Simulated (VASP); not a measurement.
# BaTiO3 (P4mm) in VASP: further runs, part 2 of 2

VASP 6.6.1.

## (3) Relaxation of cell and atoms, r2SCAN

This run uses another cell than the first one, of 13.08 Å³/atom, 1.018 times its volume.

INCAR reads:

```
SYSTEM = BaTiO3
  PREC = Accurate
  ENCUT = 600
  EDIFF = 1E-7
  ISMEAR = 0
  SIGMA = 0.03
  LREAL = .FALSE.
  LASPH = .TRUE.
  NELM = 80
  ALGO = Normal
  ISIF = 3
  LWAVE = .FALSE.
  LCHARG = .FALSE.
  METAGGA = R2SCAN
  LMIXTAU = .TRUE.
  IBRION = 2
  NSW = 90
  EDIFFG = -0.005
  KPAR = 2
```

KPOINTS reads:

```
regular mesh
0
G
  8 8 8
  0 0 0
```

POSCAR reads:

```
BaTiO3                                  
1.0
    3.9872653553      0.0000000000      0.0000000000
    0.0000000000      3.9872653553      0.0000000000
    0.0000000000      0.0000000000      4.1149707463
  Ba              Ti              O             
     1     1     3
Direct
     0.0000000000000000    0.0000000000000000    0.9971689026408103
     0.5000000000000000    0.5000000000000000    0.4792036959588432
     0.5000000000000000    0.5000000000000000    0.0331038404906195
     0.5000000000000000    0.0000000000000000    0.5167617804548665
     0.0000000000000000    0.5000000000000000    0.5167617804548665
```

Potentials or basis: VASP PAW PBE potentials, release 64 (Ba_sv, Ti_sv, O).

Launch:

```
> cat potpaw_PBE.64/Ba_sv/POTCAR potpaw_PBE.64/Ti_sv/POTCAR potpaw_PBE.64/O/POTCAR > POTCAR
> mpirun -np 2 vasp_std > vasp.out
```

OUTCAR:

```text
SYSTEM = BaTiO3
   PREC = Accurate
   ENCUT = 600
   EDIFF = 1E-7
   ISMEAR = 0
   LREAL = .FALSE.
   LASPH = .TRUE.
   NELM = 80
   ISIF = 3
   METAGGA = R2SCAN
   IBRION = 2
   NSW = 90
   EDIFFG = -0.005

 ion  position               nearest neighbor table
   1  0.000  0.000  0.997-   4 2.81   5 2.81   5 2.81   4 2.81   3 2.82   3 2.82   3 2.82   3 2.82
                             4 2.92   5 2.92   5 2.92   4 2.92   2 3.45   2 3.45   2 3.45   2 3.45
   2  0.500  0.500  0.479-   3 1.84   4 2.00   5 2.00   4 2.00   5 2.00   3 2.28   1 3.45   1 3.45
                             1 3.45   1 3.45   1 3.53   1 3.53   1 3.53   1 3.53
   3  0.500  0.500  0.033-   2 1.84   2 2.28   1 2.82   1 2.82   1 2.82   1 2.82
   4  0.500  0.000  0.517-   2 2.00   2 2.00   1 2.81   1 2.81   1 2.92   1 2.92
   5  0.000  0.500  0.517-   2 2.00   2 2.00   1 2.81   1 2.81   1 2.92   1 2.92

  LATTYP: Found a simple tetragonal cell.
 ALAT       =     3.9872653553
 C/A-ratio  =     1.0320283151

  Lattice vectors:

 A1 = (   3.9872653553,   0.0000000000,   0.0000000000)
 A2 = (   0.0000000000,   3.9872653553,   0.0000000000)
 A3 = (   0.0000000000,   0.0000000000,   4.1149707463)

Analysis of symmetry for initial positions (statically):
=====================================================================
 Subroutine PRICEL returns:
 Original cell was already a primitive cell.

 Routine SETGRP: Setting up the symmetry group for a
 simple tetragonal supercell.

 Subroutine GETGRP returns: Found  8 space group operations
 (whereof  8 operations were pure point group operations)
 out of a pool of 16 trial point group operations.

The static configuration has the point symmetry C_4v.

Analysis of symmetry for dynamics (positions and initial velocities):
=====================================================================
 Subroutine PRICEL returns:
 Original cell was already a primitive cell.

 Routine SETGRP: Setting up the symmetry group for a
 simple tetragonal supercell.

 Subroutine GETGRP returns: Found  8 space group operations
[... 133 lines left out ...]
   LORBIT       =      0    0 simple, 1 ext, 2 COOP (PROOUT), +10 PAW based schemes
   METAGGA = R2SCAN    functional components
   LHFCALC =     F    Hartree Fock is set to
   AEXX    =    0.0000 exact exchange contribution
   IVDW    =     0    specifies the selected vdW correction
   LEPSILON=     F    determine dielectric tensor
   LRPA    =     F    only Hartree local field effects (RPA)
 conjugate gradient relaxation of ions
 non-spin polarized calculation
 Gauss-broadening in eV      SIGMA  =   0.03
  energy-cutoff  :      600.00
  volume of cell :       65.42
 maximum number of plane-waves:      2212
 NGX is ok and might be reduce to    32
   NGX = 15   NGY = 15   NGZ = 17

 number of electron      39.9999991 magnetization

 Free energy of the ion-electron system (eV)
  ---------------------------------------------------
  ext. energy  EPLUGINS =         0.00000000
  ---------------------------------------------------
  free energy    TOTEN  =       -74.27324929 eV

  energy without entropy =      -74.27324929  energy(sigma->0) =      -74.27324929

 E-fermi :   3.8006     XC(G=0): -11.7878

 val. band max:        3.5210429963   @ k =   0.5000   0.5000   0.5000
 cond. band min:       5.7017570224   @ k =   0.0000   0.0000   0.0000
 fundamental gap:      2.1807140261
 Fermi energy:         3.8005558459

 k-point     1 :       0.0000    0.0000    0.0000
  band No.  band energies     occupation
      1     -55.3316      2.00000
      2     -30.5812      2.00000
      3     -30.4815      2.00000
      4     -30.4815      2.00000
      5     -22.1870      2.00000
      6     -14.4406      2.00000
[... 637 lines left out ...]
     23       7.4664      0.00000
     24       8.4537      0.00000

 [... further k-points ...]

------------------------ aborting loop because EDIFF is reached ----------------------------------------

  FORCE on cell =-STRESS in cart. coord.  units (eV):
  Direction    XX          YY          ZZ          XY          YZ          ZX
  --------------------------------------------------------------------------------------
  -------------------------------------------------------------------------------------
  Total       -0.0015206     -0.0015206      0.0001993      0.0000000      0.0000000      0.0000000
  in kB       -0.0372400     -0.0372400      0.0048802      0.0000000      0.0000000      0.0000000
  external PRESSURE =      -0.0232000 kB  Pullay stress =       0.0000000 kB

 VOLUME and BASIS-vectors are now :
 -----------------------------------------------------------------------------
  energy-cutoff  :      600.00
  volume of cell :       65.42
      direct lattice vectors                 reciprocal lattice vectors
     3.987265355  0.000000000  0.000000000     0.250798457  0.000000000  0.000000000
     0.000000000  3.987265355  0.000000000     0.000000000  0.250798457  0.000000000
     0.000000000  0.000000000  4.114970746     0.000000000  0.000000000  0.243015093

 POSITION                                       TOTAL-FORCE (eV/Angst)
 -----------------------------------------------------------------------------------
      0.00000      0.00000      4.10332         0.000000     -0.000000      0.001479
      1.99363      1.99363      1.97191        -0.000000     -0.000000      0.004370
      1.99363      1.99363      0.13622        -0.000000      0.000000      0.002938
      1.99363      0.00000      2.12646        -0.000000     -0.000000     -0.004393
      0.00000      1.99363      2.12646         0.000000     -0.000000     -0.004393
 -----------------------------------------------------------------------------------
    total drift:                                0.000000     -0.000000      0.009783

  FREE ENERGIE OF THE ION-ELECTRON SYSTEM (eV)
  ---------------------------------------------------
  free  energy   TOTEN  =       -74.2732492925 eV

  energy  without entropy=      -74.2732492925  energy(sigma->0) =      -74.27324929

 reached required accuracy - stopping structural energy minimisation
```

Wall time 4 min (2 MPI ranks of Intel Xeon Platinum 8259CL at 2.50GHz (Skylake/Cascade Lake), shared host); peak memory 0.3 GiB.

Results:

| Item | Value |
| --- | --- |
| Free energy | -74.2732 eV |
| Pressure after relaxing | 0.0 GPa |
| Largest force after relaxing | 0.004 eV/Å |
| Band gap on the k mesh | 2.18 eV, indirect (least direct gap 2.66 eV) |

Forces in eV/Å, atoms in the order of the input:
```
Ba   0.000  0.000  0.001
Ti   0.000  0.000  0.004
O    0.000  0.000  0.003
O    0.000  0.000 -0.004
O    0.000  0.000 -0.004
```

Final structure:
```cif
data_structure
_symmetry_space_group_name_H-M 'P 1'
_symmetry_Int_Tables_number 1
_cell_length_a 3.9873
_cell_length_b 3.9873
_cell_length_c 4.1150
_cell_angle_alpha 90.000
_cell_angle_beta 90.000
_cell_angle_gamma 90.000
_cell_volume 65.42
loop_
_atom_site_label
_atom_site_type_symbol
_atom_site_fract_x
_atom_site_fract_y
_atom_site_fract_z
_atom_site_occupancy
Ba1 Ba 0.00000 0.00000 0.99717 1
Ti1 Ti 0.50000 0.50000 0.47920 1
O1 O 0.50000 0.50000 0.03310 1
O2 O 0.50000 0.00000 0.51676 1
O3 O 0.00000 0.50000 0.51676 1
```

Levels at points of the mesh, in eV from the valence-band top:
| k point | band 17 | band 18 | band 19 | band 20 | band 21 | band 22 | band 23 | band 24 |
| --- | --- | --- | --- | --- | --- | --- | --- | --- |
| (0.00, 0.00, 0.00) | -1.28 | -0.68 | -0.48 | -0.48 | 2.18 | 2.61 | 2.61 | 4.29 |
| (0.50, 0.00, 0.00) | -1.93 | -1.71 | -1.35 | -1.17 | 2.71 | 3.85 | 3.92 | 4.36 |
| (0.50, 0.50, 0.00) | -2.00 | -1.11 | -1.11 | -0.07 | 3.95 | 3.95 | 4.33 | 4.74 |
| (0.00, 0.00, 0.50) | -2.03 | -1.99 | -0.76 | -0.76 | 2.31 | 3.84 | 3.84 | 4.28 |
| (0.50, 0.00, 0.50) | -1.87 | -1.09 | -1.03 | -0.39 | 3.85 | 3.88 | 4.21 | 5.16 |
| (0.50, 0.50, 0.50) | -2.58 | -0.31 | -0.31 | 0.00 | 4.45 | 4.45 | 4.52 | 6.83 |

Caveat: the relaxation stopped at its first step, so nothing moved; the PAW data sets were made with another functional, which shifts forces and pressure a little; spin-orbit coupling is left out, which moves the levels of the heavy elements.
